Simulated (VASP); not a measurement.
# C2H6 in VASP: a series of runs

The runs below take C2H6 through relaxation of the atoms, single point, with PBE+D3(BJ), PBE, RPBE, RPBE+D3(BJ).

All numbers are computed with VASP 6.6.1; they aren't measurements. Logs are shortened: lines on timing, memory, paths and dates and some standing lists are left out, and cuts for length are marked.

**1. The molecule as given**

The cell holds a molecule in a box, 8 atoms: a = 13.084 Å, b = 13.584 Å, c = 14.084 Å, α = 90.00°, β = 90.00°, γ = 90.00°.

**2. Relaxation of the atoms, PBE+D3(BJ)**

Input file INCAR:

```
PREC = Accurate
ENCUT = 400
EDIFF = 1E-6
ISMEAR = 0
SIGMA = 0.01
LREAL = False
LASPH = True
NELM = 80
ALGO = Normal
ISIF = 2
LWAVE = False
LCHARG = False
GGA = PE
IVDW = 12
IBRION = 2
NSW = 120
EDIFFG = -0.03
ISYM = 0
```

Input file KPOINTS:

```
Automatic mesh
0
Gamma
  1 1 1
```

Input file POSCAR:

```
H3C
1.0
   13.0840340850      0.0000000000      0.0000000000
    0.0000000000     13.5840340850      0.0000000000
    0.0000000000      0.0000000000     14.0840340850
C H
2 6
Selective dynamics
Direct
    0.5570134925      0.5127778825      0.5059189571  F F F
    0.4429864857      0.4945835979      0.4940813768  T T T
    0.5723437353      0.5506138095      0.5724801276  T T T
    0.5987472608      0.4435232050      0.5060938113  T T T
    0.5860437341      0.5579346267      0.4481188566  T T T
    0.4139569055      0.4494271241      0.5518808292  T T T
    0.4276563373      0.4567473190      0.4275202596  T T T
    0.4012520489      0.5638387690      0.4939057817  T T T
```

Potentials or basis: VASP PAW PBE potentials, release 64 (C, H).

Run with:

```sh
$ cat potpaw_PBE.64/C/POTCAR potpaw_PBE.64/H/POTCAR > POTCAR
$ mpirun -np 4 vasp_gam > vasp.out
```

OUTCAR:

```text
PREC = Accurate
   ENCUT = 400
   EDIFF = 1E-6
   ISMEAR = 0
   LREAL = False
   LASPH = True
   NELM = 80
   ISIF = 2
   GGA = PE
   IVDW = 12
   IBRION = 2
   NSW = 120
   EDIFFG = -0.03
   ISYM = 0
 IVDW          = 12

 ion  position               nearest neighbor table
   1  0.557  0.513  0.506-   4 1.09   3 1.09   5 1.09   2 1.52
   2  0.443  0.495  0.494-   7 1.09   6 1.09   8 1.09   1 1.52
   3  0.572  0.551  0.572-   1 1.09
   4  0.599  0.444  0.506-   1 1.09
   5  0.586  0.558  0.448-   1 1.09
   6  0.414  0.449  0.552-   2 1.09
   7  0.428  0.457  0.428-   2 1.09
   8  0.401  0.564  0.494-   2 1.09

IMPORTANT INFORMATION: All symmetrisations will be switched off!
NOSYMM: (Re-)initialisation of all symmetry stuff for point group C_1.

----------------------------------------------------------------------------------------

                                     Primitive cell

  volume of cell :    2503.2112

  direct lattice vectors                    reciprocal lattice vectors
    13.084034085  0.000000000  0.000000000     0.076429027  0.000000000  0.000000000
     0.000000000 13.584034085  0.000000000     0.000000000  0.073615834  0.000000000
     0.000000000  0.000000000 14.084034085     0.000000000  0.000000000  0.071002384

  length of vectors
    13.084034085 13.584034085 14.084034085     0.076429027  0.073615834  0.071002384

  position of ions in fractional coordinates (direct lattice)
     0.557013492  0.512777883  0.505918957
     0.442986486  0.494583598  0.494081377
     0.572343735  0.550613809  0.572480128
     0.598747261  0.443523205  0.506093811
     0.586043734  0.557934627  0.448118857
     0.413956906  0.449427124  0.551880829
     0.427656337  0.456747319  0.427520260
     0.401252049  0.563838769  0.493905782

  ion indices of the primitive-cell ions
   primitive index   ion index
                 1           1
                 2           2
                 3           3
                 4           4
                 5           5
                 6           6
                 7           7
                 8           8

----------------------------------------------------------------------------------------

 KPOINTS: Automatic mesh

Automatic generation of k-mesh.
 Grid dimensions read from file:
 generate k-points for:    1    1    1

 Generating k-lattice:

  Cartesian coordinates                     Fractional coordinates (reciprocal lattice)
     0.076429027  0.000000000  0.000000000     1.000000000  0.000000000  0.000000000
     0.000000000  0.073615834  0.000000000     0.000000000  1.000000000  0.000000000
     0.000000000  0.000000000  0.071002384     0.000000000  0.000000000  1.000000000

  Length of vectors
     0.076429027  0.073615834  0.071002384

  Shift w.r.t. Gamma in fractional coordinates (k-lattice)
     0.000000000  0.000000000  0.000000000

 Subroutine IBZKPT returns following result:
 ===========================================

 Found      1 irreducible k-points:

 Following reciprocal coordinates:
            Coordinates               Weight
  0.000000  0.000000  0.000000      1.000000
   k-points           NKPTS =      1   k-points in BZ     NKDIM =      1   number of bands    NBANDS=     12
   number of dos      NEDOS =    301   number of ions     NIONS =      8
   total plane-waves  NPLWV = 777600
   dimension x,y,z NGX =    90 NGY =   90 NGZ =   96
   dimension x,y,z NGXF=   180 NGYF=  180 NGZF=  192
   ions per type =               2   6
   NGX,Y,Z   is equivalent  to a cutoff of  11.44, 11.01, 11.33 a.u.
   NGXF,Y,Z  is equivalent  to a cutoff of  22.87, 22.03, 22.66 a.u.
 SYSTEM =  unknown system
   PREC   = accura    normal or accurate (medium, high low for compatibility)
   ISTART =      0    job   : 0-new  1-cont  2-samecut
   ICHARG =      2    charge: 1-file 2-atom 10-const
   ISPIN  =      1    spin polarized calculation?
   LNONCOLLINEAR =      F non collinear calculations
   LSORBIT =      F    spin-orbit coupling
   LASPH  =      T    aspherical Exc in radial PAW
   ENCUT  =  400.0 eV  29.40 Ry    5.42 a.u.  21.34 22.15 22.97*2*pi/ulx,y,z
   NELM   =     80;   NELMIN=  2; NELMDL= -5     # of ELM steps
   EDIFF  = 0.1E-05   stopping-criterion for ELM
   LREAL  =      F    real-space projection
   EDIFFG = -.3E-01   stopping-criterion for IOM
   NSW    =    120    number of steps for IOM
   IBRION =      2    ionic relax: 0-MD 1-quasi-New 2-CG
   NFREE  =      1    steps in history (QN), initial steepest desc. (CG)
   ISIF   =      2    stress and relaxation
   ISYM   =      0    0-nonsym 1-usesym 2-fastsym
   POTIM  = 0.5000    time-step for ionic-motion
   TEBEG  =    0.0;   TEEND  =   0.0 temperature during run
   PSTRESS=    0.0 pullay stress
   NELECT =      14.0000    total number of electrons
   NUPDOWN=      -1.0000    fix difference up-down
   EMIN   =  10.00;   EMAX   =-10.00  energy-range for DOS
   EFERMI =   0.00;   METHOD = LEGACY
   ISMEAR =     0;   SIGMA  =   0.01  broadening in eV -4-tet -1-fermi 0-gaus
   EFERMI_NEDOS =   21; number of points for ismear=-14 and -15
   IALGO  =     38    algorithm
   IMIX   =      4    mixing-type and parameters
     AMIX     =   0.40;   BMIX     =  1.00
     AMIX_MAG =   1.60;   BMIX_MAG =  1.00
  volume/ion in A,a.u.               =     312.90      2111.56
  Fermi-wavevector in a.u.,A,eV,Ry     =   0.290593  0.549141  1.148934  0.084444
  Thomas-Fermi vector in A             =   1.149467
   LORBIT       =      0    0 simple, 1 ext, 2 COOP (PROOUT), +10 PAW based schemes
   GGA     = PE    functional components
   LHFCALC =     F    Hartree Fock is set to
   AEXX    =    0.0000 exact exchange contribution
   IVDW    =    12    specifies the selected vdW correction
   LEPSILON=     F    determine dielectric tensor
   LRPA    =     F    only Hartree local field effects (RPA)
 conjugate gradient relaxation of ions
 non-spin polarized calculation
 Gauss-broadening in eV      SIGMA  =   0.01
  energy-cutoff  :      400.00
  volume of cell :     2503.21
 maximum number of plane-waves:     22732
 NGX is ok and might be reduce to    90
   NGX = 43   NGY = 45   NGZ = 45

--------------------------------------- Ionic step        1  -------------------------------------------

 number of electron      14.0000003 magnetization

 Free energy of the ion-electron system (eV)
  ---------------------------------------------------
  ext. energy  EPLUGINS =         0.00000000
  ---------------------------------------------------
  free energy    TOTEN  =       -40.47405341 eV

  energy without entropy =      -40.47405341  energy(sigma->0) =      -40.47405341

------------------------ aborting loop because EDIFF is reached ----------------------------------------

 Edisp (eV)   -0.09043

 E8    (eV) :    -0.0236

  FORCE on cell =-STRESS in cart. coord.  units (eV):
  Direction    XX          YY          ZZ          XY          YZ          ZX
  --------------------------------------------------------------------------------------
  -------------------------------------------------------------------------------------
  Total       0.42900     0.36679     0.36896     0.00751     0.00157     0.00539
  in kB       0.27458     0.23476     0.23615     0.00481     0.00101     0.00345
  external pressure =        0.25 kB  Pullay stress =        0.00 kB

 VOLUME and BASIS-vectors are now :
 -----------------------------------------------------------------------------
  energy-cutoff  :      400.00
  volume of cell :     2503.21
      direct lattice vectors                 reciprocal lattice vectors
    13.084034085  0.000000000  0.000000000     0.076429027  0.000000000  0.000000000
     0.000000000 13.584034085  0.000000000     0.000000000  0.073615834  0.000000000
     0.000000000  0.000000000 14.084034085     0.000000000  0.000000000  0.071002384
[... 93 lines left out ...]
 POSITION                                       TOTAL-FORCE (eV/Angst)
 -----------------------------------------------------------------------------------
      7.28798      6.96559      7.12538         0.131858      0.021702      0.014545
      5.80451      6.71985      6.95961        -0.339442     -0.056507     -0.038099
      7.49283      7.48424      8.07089         0.113754      0.034655      0.042738
      7.84116      6.01748      7.12815         0.125325     -0.013028      0.011922
      7.67356      7.58451      6.30488         0.119555      0.038003     -0.014584
      5.41048      6.09952      7.77915        -0.050141      0.010081     -0.034570
      5.59120      6.19979      6.01315        -0.056099      0.007443      0.024814
      5.24286      7.66655      6.95588        -0.044809     -0.042347     -0.006767
 -----------------------------------------------------------------------------------
    total drift:                                0.000131     -0.000408      0.000217

  FREE ENERGIE OF THE ION-ELECTRON SYSTEM (eV)
  ---------------------------------------------------
  free  energy   TOTEN  =       -40.5783845104 eV

  energy  without entropy=      -40.5783845104  energy(sigma->0) =      -40.57838451

[... ionic steps 4 to 8 ...]

--------------------------------------- Ionic step        9  -------------------------------------------

 number of electron      14.0000005 magnetization

------------------------ aborting loop because EDIFF is reached ----------------------------------------

 Edisp (eV)   -0.08991

 E8    (eV) :    -0.0235

  FORCE on cell =-STRESS in cart. coord.  units (eV):
  Direction    XX          YY          ZZ          XY          YZ          ZX
  --------------------------------------------------------------------------------------
  -------------------------------------------------------------------------------------
  Total      -0.65393    -0.62351    -0.61789    -0.00729     0.00109    -0.00448
  in kB      -0.41855    -0.39907    -0.39548    -0.00466     0.00070    -0.00287
  external pressure =       -0.40 kB  Pullay stress =        0.00 kB
[... 56 lines left out ...]
 POSITION                                       TOTAL-FORCE (eV/Angst)
 -----------------------------------------------------------------------------------
      7.28798      6.96559      7.12538         0.072920      0.012876      0.008957
      5.79240      6.71795      6.95841        -0.065700     -0.020490     -0.018138
      7.50884      7.48542      8.06988        -0.010812     -0.002433     -0.002268
      7.85617      6.02314      7.12997        -0.012245     -0.000537     -0.001330
      7.68902      7.58543      6.30926        -0.011814     -0.002573     -0.000101
      5.39243      6.09767      7.77521         0.009242      0.011012     -0.013031
      5.57275      6.19781      6.01297         0.007959      0.014267      0.024798
      5.22517      7.66126      6.95384         0.010449     -0.012122      0.001114
 -----------------------------------------------------------------------------------
    total drift:                                0.000660     -0.000146      0.000094

  FREE ENERGIE OF THE ION-ELECTRON SYSTEM (eV)
  ---------------------------------------------------
  free  energy   TOTEN  =       -40.5846760894 eV

  energy  without entropy=      -40.5846760894  energy(sigma->0) =      -40.58467609

--------------------------------------- Ionic step       11  -------------------------------------------

 number of electron      14.0000005 magnetization

 Free energy of the ion-electron system (eV)
  ---------------------------------------------------
  ext. energy  EPLUGINS =         0.00000000
  ---------------------------------------------------
  free energy    TOTEN  =       -40.49479831 eV

  energy without entropy =      -40.49479831  energy(sigma->0) =      -40.49479831

 E-fermi :  -7.9303     XC(G=0):  -0.4202

 val. band max:       -8.0120269279   @ k =   0.0000   0.0000   0.0000
 cond. band min:      -0.4391649162   @ k =   0.0000   0.0000   0.0000
 fundamental gap:      7.5728620116
 Fermi energy:        -7.9302927524

 k-point     1 :       0.0000    0.0000    0.0000
  band No.  band energies     occupation
      1     -18.4333      2.00000
      2     -14.9103      2.00000
      3     -10.3948      2.00000
      4     -10.3945      2.00000
      5      -8.8137      2.00000
      6      -8.0125      2.00000
      7      -8.0120      2.00000
      8      -0.4392      0.00000
      9       0.2826      0.00000
     10       0.3920      0.00000
     11       0.4271      0.00000
     12       0.4598      0.00000

------------------------ aborting loop because EDIFF is reached ----------------------------------------

 Edisp (eV)   -0.08992

 E8    (eV) :    -0.0235
[... 18 lines left out ...]
 POSITION                                       TOTAL-FORCE (eV/Angst)
 -----------------------------------------------------------------------------------
      7.28798      6.96559      7.12538         0.054223      0.009397      0.006336
      5.79140      6.71771      6.95821        -0.016300     -0.006302     -0.005859
      7.50920      7.48533      8.06963        -0.013759      0.000241      0.003444
      7.85642      6.02351      7.13002        -0.012222     -0.007515     -0.001744
      7.68932      7.58530      6.30956        -0.013104      0.000856     -0.005973
      5.39275      6.09769      7.77532         0.000400      0.005173     -0.008046
      5.57310      6.19787      6.01301        -0.000629      0.006353      0.011747
      5.22546      7.66142      6.95387         0.001391     -0.008203      0.000095
 -----------------------------------------------------------------------------------
    total drift:                                0.000461     -0.000067      0.000170

  FREE ENERGIE OF THE ION-ELECTRON SYSTEM (eV)
  ---------------------------------------------------
  free  energy   TOTEN  =       -40.5847138742 eV

  energy  without entropy=      -40.5847138742  energy(sigma->0) =      -40.58471387

 reached required accuracy - stopping structural energy minimisation
```

Run time: 2 min. Hardware: 4 MPI ranks of AMD EPYC 9R14 (Zen 4), shared host; peak memory 0.48 GiB.

What came out:

| Property | Result |
| --- | --- |
| Free energy | -40.5847 eV |
| Energy gained by relaxing | 2.5 meV/atom |
| Ionic steps | 11 |
| Gap between the frontier levels | 7.57 eV |
| Dispersion energy per atom | -0.011 eV |

Step by step:
```csv
step,energy change (eV),largest force (eV/Å),pressure (GPa)
1,0.0000,0.4080,0.02
2,-0.0025,0.9776,-0.06
3,-0.0139,0.3462,-0.02
4,-0.0169,0.1419,-0.04
5,-0.0170,0.1058,-0.04
6,-0.0189,0.0634,-0.04
7,-0.0197,0.0780,-0.04
8,-0.0202,0.0425,-0.04
9,-0.0202,0.0422,-0.04
10,-0.0202,0.0746,-0.04
11,-0.0202,0.0554,-0.04
```

Final structure:
```xyz
8
Lattice="13.0840 0.0000 0.0000 0.0000 13.5840 0.0000 0.0000 0.0000 14.0840" Properties=species:S:1:pos:R:3 pbc="T T T"
C     7.2880    6.9656    7.1254
C     5.7914    6.7177    6.9582
H     7.5092    7.4853    8.0696
H     7.8564    6.0235    7.1300
H     7.6893    7.5853    6.3096
H     5.3927    6.0977    7.7753
H     5.5731    6.1979    6.0130
H     5.2255    7.6614    6.9539
```

Levels at points of the mesh, in eV from the valence-band top:
```tsv
k point	band 4	band 5	band 6	band 7	band 8	band 9	band 10	band 11
(0.00, 0.00, 0.00)	-2.38	-0.80	0.00	0.00	7.57	8.29	8.40	8.44
```

Caveat: the cutoff is under 1.25 times the usual one of these potentials, so pressure, stress and relaxed cells hold a basis-set (Pulay) error. A hybrid or GW would open this gap; PBE tends to underestimate it.

(Part 1 of 2 ends here.)
